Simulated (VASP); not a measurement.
Crystal: GeSe.

```
Ge Se
1.0
    10.79000    0.00000    0.00000
     0.00000    3.82000    0.00000
     0.00000    0.00000    4.38000
Ge Se
4 4
Direct
  0.12100 0.75000 0.89400
  0.62100 0.75000 0.60600
  0.37900 0.25000 0.39400
  0.87900 0.25000 0.10600
  0.85200 0.75000 0.49700
  0.35200 0.75000 0.00300
  0.64800 0.25000 0.99700
  0.14800 0.25000 0.50300
```

* Program: VASP 6.6.1
* Task: relaxation of cell and atoms
* Functional: PBE
* Potentials or basis: VASP PAW PBE potentials, release 64 (Ge_d, Se)
* Cutoff: 600 eV
* k mesh: 4 × 8 × 6
* Occupations: gaussian, width 0.03 eV
* Spin: no spin polarisation

At the start: pressure 3.3 GPa; volume 22.57 Å³/atom.

Problem. Where does the relaxation end?

Solution. Over 30 steps the energy falls by 15.9 meV/atom and the volume is 24.51 Å³/atom (+8.6 %); space group Pnma (No. 62, to 0.05 Å).

Step by step:
| step | energy change (eV) | largest force (eV/Å) | pressure (GPa) | volume (Å³) |
| --- | --- | --- | --- | --- |
| 1 | 0.0000 | 0.2660 | 3.26 | 180.53 |
| 2 | -0.0827 | 0.3201 | -0.96 | 192.80 |
| 3 | -0.0960 | 0.1890 | 0.11 | 189.32 |
| 4 | -0.1042 | 0.1494 | 0.13 | 190.16 |
| 5 | -0.1140 | 0.0645 | 0.12 | 192.70 |
| 6 | -0.1183 | 0.0455 | -0.02 | 194.06 |
| 7 | -0.1204 | 0.0409 | -0.20 | 195.93 |
| 8 | -0.1238 | 0.0184 | -0.10 | 196.10 |
| 9 | -0.1256 | 0.0269 | 0.06 | 196.28 |
| 10 | -0.1257 | 0.0318 | 0.14 | 196.34 |
| 11 | -0.1260 | 0.0151 | -0.02 | 197.06 |
| 12 | -0.1260 | 0.0160 | 0.01 | 196.93 |
| 13 | -0.1260 | 0.0154 | -0.06 | 197.00 |
| 14 | -0.1260 | 0.0156 | 0.00 | 196.96 |
| 15 | -0.1260 | 0.0155 | -0.04 | 196.97 |
| 16 | -0.1261 | 0.0155 | 0.04 | 196.79 |
| 17 | -0.1261 | 0.0156 | 0.01 | 196.79 |
| 18 | -0.1262 | 0.0127 | 0.00 | 196.79 |
| 19 | -0.1263 | 0.0142 | -0.03 | 196.79 |
| 20 | -0.1263 | 0.0320 | -0.10 | 196.78 |
| 21 | -0.1264 | 0.0258 | -0.07 | 196.78 |
| 22 | -0.1264 | 0.0249 | -0.04 | 196.76 |
| 23 | -0.1264 | 0.0245 | -0.05 | 196.70 |
| 24 | -0.1265 | 0.0233 | -0.02 | 196.58 |
| 25 | -0.1267 | 0.0209 | -0.01 | 196.34 |
| 26 | -0.1268 | 0.0161 | 0.04 | 195.85 |
| 27 | -0.1269 | 0.0153 | 0.05 | 195.88 |
| 28 | -0.1270 | 0.0132 | 0.02 | 195.98 |
| 29 | -0.1270 | 0.0126 | 0.01 | 196.02 |
| 30 | -0.1271 | 0.0092 | 0.03 | 196.07 |

Final structure:
```
Ge Se
1.0
    11.18106    0.00000    0.00000
     0.00000    3.88934    0.00000
     0.00000    0.00000    4.50868
Ge Se
4 4
Direct
  0.12626 0.75000 0.88310
  0.62626 0.75000 0.61690
  0.37374 0.25000 0.38310
  0.87374 0.25000 0.11690
  0.85274 0.75000 0.49919
  0.35274 0.75000 0.00081
  0.64726 0.25000 0.99919
  0.14726 0.25000 0.50081
```
